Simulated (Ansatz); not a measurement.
# Quasiparticle gap of RbCl (Fm-3m), part 2 of 2

Wanted: the gap of RbCl (Fm-3m) with a many-body correction, and the time that it takes.

Ansatz 0.2.0; HSE06, then G0W0 on it, plane waves, PAW. Known limits of the many-body steps: finite bands, screening cutoff and k mesh; no spin-orbit coupling in G0W0.

So far. Step 2 (The starting point: HSE06): Over mesh and listed points the gap is 6.299 eV, direct, at k = Γ.

In doubt: masses and optical values from hybrid runs of this build are listed as unsure (step 3), which bears on the screening that GW takes from such a start.

### Step 3. One-shot GW

G0W0 replaces the xc potential by a self-energy built once from the orbitals of the start. Levels are corrected in the window of bands that the input names, at points of the mesh.

This step: G0W0 on HSE06, plane waves, PAW; PAW set soft_1.

input.yaml

```yaml
crystal:
  lattice:
    - [0.0, 3.2895, 3.2895]
    - [3.2895, 0.0, 3.2895]
    - [3.2895, 3.2895, 0.0]
  atoms:
    - { symbol: Rb, position: [0.0, 0.0, 0.0] }
    - { symbol: Cl, position: [0.5, 0.5, 0.5] }
kpoints:
  mp_grid: { grid: [4, 4, 4] }
hamiltonian:
  xc: hse06
  pseudopotentials: { kind: paw, azcp: { folder: soft_1 } }
scf:
  occupations: { method: fixed }
gw:
  n_empty_bands: 212
  ecut_chi: 120
  qp_bands: [v2, c2]
  qp_kpoints: band_edges
  screening: { model: contour_deformation }
```

Command:

```console
$ ansatz run input.yaml --threads 24 --pin off --max-ram 82944MiB --backend cuda --events-out ev --progress --plain --runs-dir out --devices 1 --max-vram 78GiB
```

Numbers of over 12 decimals in the logs are rounded to 6 here.

The program printed:

```text
GPUs: using 1 of 1 available (devices: 1).
[...]
Crystal: 2 atoms, lattice volume = 71.190 Å³
Basis set: ecut = 420 eV, 1411 PW (Γ)
Bands: 12, of which v1, the nominal top of the filled ones, is band 8 counted from 1 (7 counted from 0)
Symmetry: 48 space group operations
[...]
k-points: 8 of 64
[...]
SCF iter   1: F=—  HF=-4351.408242 eV  |F-HF|=—  |Δ(HF+E_count)|=         —  Δρ=3.62e-2  dr2=1.70e0  ethr=1.00e-1  ⟨swp⟩=6.5  Hψ=345  notcnv=0
[...]
SCF iter   4: F=-4350.771732 eV  HF=-4350.770444 eV  |F-HF|=1.29e-3  |Δ(HF+E_count)|=   8.31e-3  Δρ=1.45e-3  dr2=1.31e-3  ethr=8.13e-5  ⟨swp⟩=4.4  Hψ=295  notcnv=0
SCF 1 stopped early in 4 iterations: F = -4350.771732 eV  dr2 = 1.31e-3
[...]
Frozen-core exchange: fock
SCF iter   1: F=—  HF=-4354.035030 eV  |F-HF|=—  |Δ(HF+E_count)|=         —  Δρ=3.01e-3  dr2=6.58e-3  ethr=8.20e-5  ⟨swp⟩=4.8  Hψ=370  notcnv=0
[...]
SCF iter   2: F=—  HF=-4354.035357 eV  |F-HF|=—  |Δ(HF+E_count)|=   3.27e-4  Δρ=1.27e-3  dr2=1.06e-3  ethr=3.74e-5  ⟨swp⟩=3.0  Hψ=252  notcnv=0
[...]
SCF iter   5: F=-4354.037188 eV  HF=-4354.037188 eV  |F-HF|=7.44e-8  |Δ(HF+E_count)|=   1.59e-5  Δρ=2.10e-5  dr2=2.72e-7  ethr=1.09e-8  ⟨swp⟩=4.2  Hψ=339  notcnv=0
SCF 2 stopped early in 5 iterations: F = -4354.037188 eV  dr2 = 2.72e-7
hybrid outer 1: dexx = +1.844e-3 eV, tail = 2.32e-6 eV
[...]
Frozen-core exchange: fock
SCF iter   1: F=—  HF=-4354.037182 eV  |F-HF|=—  |Δ(HF+E_count)|=         —  Δρ=1.09e-5  dr2=3.29e-8  ethr=7.26e-8  ⟨swp⟩=3.5  Hψ=265  notcnv=0
[...]
SCF iter   2: F=-4354.037182 eV  HF=-4354.037182 eV  |F-HF|=1.52e-9  |Δ(HF+E_count)|=   9.97e-9  Δρ=5.44e-6  dr2=7.15e-9  ethr=1.94e-10  ⟨swp⟩=4.0  Hψ=328  notcnv=0
SCF 3 converged in 2 iterations: F = -4354.037182 eV  dr2 = 7.15e-9
[...]
NSCF: frozen V_eff on 8 k-points
Exchange-term sweep: 0 of 8 (spin, k) points
Exchange-term sweep: 1 of 8 (spin, k) points
Exchange-term sweep: 2 of 8 (spin, k) points
Exchange-term sweep: 3 of 8 (spin, k) points
Exchange-term sweep: 4 of 8 (spin, k) points
Exchange-term sweep: 5 of 8 (spin, k) points
Exchange-term sweep: 6 of 8 (spin, k) points
Exchange-term sweep: 7 of 8 (spin, k) points
Exchange-term sweep: 8 of 8 (spin, k) points
G₀W₀ screening: q 1/8
[... further progress lines ...]
[...]
Free energy (F): -4354.037182 eV
Frozen-core exchange: fock
[...]
Internal energy: -4354.037182 eV  (E = F + TS)
E sigma→0 (E₀):  -4354.037182 eV
Fermi energy:    0.040625 eV
[...]
--- Band table (eV; the first three rows and the last of 8) ---
[...]
guard bands above this table: 2 of the run's 12 bands. The solve was not asked for them (output.publish_guard_bands: true or output.eigenvalues: true publishes all)
--- G₀W₀: contour deformation, 5 samples at zero and on the imaginary axis and 2 off it, 64 q-points, 212 empty bands' worth ---
  eigenvalues of the whole cell's RPA ε∞ on this k-mesh (on a slab, of 1 + 4πα/V) = 2.0040, 2.0040, 2.0040; static W/v taken at q = 0 is 0.499006
  bands read: the sum over 220 bands ends inside a degenerate multiplet in 4 slots, whose members it reads at an even weight; the widest, k=0: bands 219 to 221 (counted from 1) at 2/3 each
  gw.qp_kpoints: band_edges: 8 of 8 stored k-points solved, in 1 pass; an edge of the gap read off the rows below is read off those points alone
    ik  band        ε_KS         Σx   Σc(E_QP)       V_xc       Z   E_QP_lin       E_QP  E_QP is
     0     7      0.0406   -20.6800     2.0805   -17.2262  0.8276    -1.3487    -1.3326  root
     0     8      0.0406   -20.6800     2.0805   -17.2262  0.8276    -1.3487    -1.3326  root
     0     9      6.3394    -3.9302    -2.7818    -7.2518  0.8892     6.8807     6.8792  root
     0    10      9.4432    -3.7285    -2.9156    -7.5876  0.8846    10.3920    10.3868  root
     1     7     -0.1403   -20.3681     2.0964   -16.8774  0.8271    -1.5517    -1.5346  root
     1     8     -0.1403   -20.3681     2.0964   -16.8774  0.8271    -1.5517    -1.5346  root
     1     9      7.6240    -4.6213    -2.8317    -8.0623  0.8829     8.2355     8.2334  root
     1    10      9.1676    -3.5878    -2.8610    -7.2338  0.8832     9.9564     9.9527  root
     2     7     -0.3103   -20.1051     2.1164   -16.5743  0.8264    -1.7427    -1.7246  root
     2     8     -0.3103   -20.1051     2.1164   -16.5743  0.8264    -1.7427    -1.7246  root
     2     9      9.0846    -3.6078    -2.8072    -6.9992  0.8837     9.6709     9.6688  root
     2    10      9.4129    -5.0281    -2.9588    -8.7726  0.8726    10.2028    10.1986  root
     3     7     -0.0301   -20.6049     2.0819   -17.1381  0.8280    -1.4314    -1.4149  root
     3     8     -0.0301   -20.6049     2.0819   -17.1381  0.8280    -1.4314    -1.4149  root
     3     9      7.7446    -4.4139    -2.8697    -7.9231  0.8836     8.3863     8.3840  root
     3    10      8.2531    -3.1196    -2.7710    -6.6438  0.8883     9.0094     9.0063  root
     4     7     -0.2549   -20.2779     2.0995   -16.7647  0.8277    -1.6864    -1.6686  root
     4     8     -0.1883   -20.3664     2.1001   -16.8634  0.8273    -1.6086    -1.5912  root
     4     9      8.4512    -3.4026    -2.7798    -6.9053  0.8858     9.1772     9.1741  root
     4    10      9.3647    -4.5658    -2.9566    -8.2321  0.8770    10.0777    10.0744  root
     5     7     -0.2935   -20.1537     2.1167   -16.6250  0.8264    -1.7236    -1.7056  root
     5     8     -0.1389   -20.4459     2.0802   -16.9633  0.8286    -1.5584    -1.5413  root
     5     9      8.7654    -4.5751    -2.8984    -8.1549  0.8792     9.4496     9.4468  root
     5    10      9.1499    -3.6646    -2.8474    -7.2489  0.8819     9.8902     9.8868  root
     6     7     -0.0660   -20.6306     2.0855   -17.1533  0.8282    -1.4745    -1.4578  root
     6     8     -0.0660   -20.6306     2.0855   -17.1533  0.8282    -1.4745    -1.4578  root
     6     9      7.5380    -2.9858    -2.6954    -6.3775  0.8903     8.2370     8.2344  root
     6    10      9.5577    -4.3972    -3.0679    -8.3084  0.8823    10.4052    10.4010  root
     7     7     -0.2048   -20.4248     2.0833   -16.9275  0.8291    -1.6363    -1.6189  root
     7     8     -0.2048   -20.4248     2.0833   -16.9275  0.8291    -1.6363    -1.6189  root
     7     9      9.0542    -3.6898    -2.8417    -7.2705  0.8820     9.7966     9.7932  root
     7    10      9.0542    -3.6898    -2.8417    -7.2705  0.8820     9.7966     9.7932  root
```

Elapsed: 6.6 s, on 1 × NVIDIA GB200 (shared by 2 runs) with 24 threads of Arm Neoverse V2, shared host; peak memory 1.3 GiB.

This step gave:

| Property | Result |
| --- | --- |
| bands summed | 220 |
| RPA ε∞ on this mesh (eigenvalues) | 2.004, 2.004, 2.004 |
| plane waves in the screening matrix | 181 |
| q-points in the mesh | 64 |
| G0W0 gap over the corrected points | 8.212 eV |
| k of the valence top | 0, 0, 0 |
| k of the conduction bottom | 0, 0, 0 |
| starting gap on the mesh | 6.299 eV |
| Z at the valence top | 0.8276 |
| Z at the conduction bottom | 0.8892 |
| least direct G0W0 gap over the corrected points | 8.212 eV |

Over all 8 irreducible mesh points the G0W0 gap is 8.212 eV, direct, at k = Γ. The HSE06 gap of this run on the mesh is 6.299 eV. The two states that bound the G0W0 gap lie that far apart at the start, so the correction of the gap is 8.212 − 6.299 = +1.913 eV.

Labels follow the order of the start: v1 is the top filled band, c1 the lowest empty one; levels that stay degenerate share a row, the window can cut a multiplet, doubted levels are not marked in this list, bands outside the window were not corrected, and the list may be a part of the corrected levels. The levels before and after the correction (eV, zero at the valence-band top of each column):

```tsv
	conduction bottom	valence top
HSE06	6.30	0.00
G0W0	8.21	0.00
```

```tsv
	level	occupation	energy (eV)
HSE06	Γ v2-v1	2	0.000
HSE06	Γ c1	0	6.299
HSE06	Γ c2	0	9.403
G0W0	Γ v2-v1	2	0.000
G0W0	Γ c1	0	8.212
G0W0	Γ c2	0	11.719
```

The parts of the quasiparticle energy for the two states that bound the G0W0 gap, in eV on the run's own scale (QP = start + Σx + Σc − Vxc, with Σc at the quasiparticle energy):

```tsv
edge	k	band	start	Σx	Σc	Vxc	Z	QP
valence top	Γ	7	0.041	−20.680	2.080	−17.226	0.828	−1.333
conduction bottom	Γ	9	6.339	−3.930	−2.782	−7.252	0.889	6.879
```

For a hybrid start, Vxc holds its share of exact exchange.

### Step 4. Side by side

Each gap is the least one over the points named; times are wall times on shared hosts, not benchmarks. A G0W0 time includes the run's own self-consistent start. Runs with listed points see these and the mesh alone, so an edge that moves elsewhere is missed.

```tsv
level	mesh	files, cutoff	bands summed, screening	points	gap (eV)	valence top	conduction bottom	least direct gap (eV)	time
HSE06	4×4×4	soft_1 PAW, 420 eV	-	mesh and listed points	6.299	Γ	Γ	6.299	2.9 s
G0W0@HSE06	4×4×4	soft_1 PAW, 420 eV	220, 120 eV	all 8 irreducible mesh points	8.212	Γ	Γ	8.212	6.6 s
```

### Step 5. Results

* HSE06 gap over mesh and listed points: 6.299 eV, direct, at k = Γ
* G0W0@HSE06 gap over all 8 irreducible mesh points: 8.212 eV, direct, at k = Γ
* GW settings: 4×4×4 mesh, 212 empty bands, screening to 120 eV, PAW set soft_1 files
* known limits: finite bands, screening cutoff and k mesh; no spin-orbit coupling in G0W0

In words: Over all 8 irreducible mesh points the G0W0 gap is 8.212 eV, direct, at k = Γ. The HSE06 gap of this run on the mesh is 6.299 eV. The two states that bound the G0W0 gap lie that far apart at the start, so the correction of the gap is 8.212 − 6.299 = +1.913 eV. The valence state moves by −1.333 − 0.041 = −1.374 eV and the conduction state by 6.879 − 6.339 = +0.540 eV, on the run's own scale; how far single levels stand from their limit in bands is not shown. Both edges that HSE06 shows over mesh and listed points lie at k points where levels were corrected. Levels at other points were not corrected, so a lower G0W0 gap elsewhere in the zone is not ruled out. No second run with other bands and screening cutoff is shown, so the distance to the basis limit is not known. On another start, G0W0@PBE runs of this series (4×4×4 mesh, soft_1 PAW; not shown as steps) give 7.388 eV with 83 bands and 60 eV, 7.613 eV with 220 bands and 120 eV and 7.738 eV with 465 bands and 200 eV. G0W0 on other starts in this series, not shown as steps and not all at these settings: 7.613 eV on PBE (4×4×4, soft_1 PAW, 220 bands, 120 eV) and 7.465 eV on LDA (4×4×4, soft_1 PAW, 220 bands, 120 eV). Two runs of this series at another level, not shown as steps, test spin-orbit coupling. PBE+SOC against PBE: 4.960 − 5.004 = −0.044 eV, with the same mesh, set of files (read in its fully relativistic form for the spin-orbit run) and cutoff, and both edges at the same k points. The spin-orbit run sees mesh and listed points alone, so its gap is an upper bound: the coupling can move an edge off these points, and the change over the zone, its sign included where it is small, is not known. What spin-orbit coupling does to the G0W0 levels was not computed, so no sum with the G0W0 gap is formed. The G0W0 runs are scalar-relativistic. No pair of G0W0 runs that differ in the mesh alone is shown (4×4×4 is a supercell whose nearest images lie 19 Å apart), so the error from the mesh is not known here. G0W0 is shown with one set of atomic data (soft_1 PAW), so the error from the files is not known here.

[Paths, hosts, dates, memory and timing lines, banners, echoed tables and standing remarks are left out of the program output.]

[Logs are printed without paths, hosts, clocks, repeated set-up lines and the standing remarks that a program may print on its own settings, such as how far it seeks lower states.]

[Runs of the session that timed out or met a known fault of the program may be left out.]

[Cells called generated may have been cut or substituted from an entry of the Crystallography Open Database or the Materials Project.]

[Hosts, paths, dates, database ids (printed as entryN), source tags and the programs' standing remarks are cut or masked in the printed files.]

[Where an RPA ε∞ is given, it is that of the G0W0 mesh and is not shown converged in it. Names of k-points follow the symmetry that the program found, which can be lower than the space group named. Band edges on a path are those of the sampled points; other points can move an edge, and change direct to indirect where valleys lie close.]

[Hybrid gaps are those of their k-mesh and are not shown converged in it.]
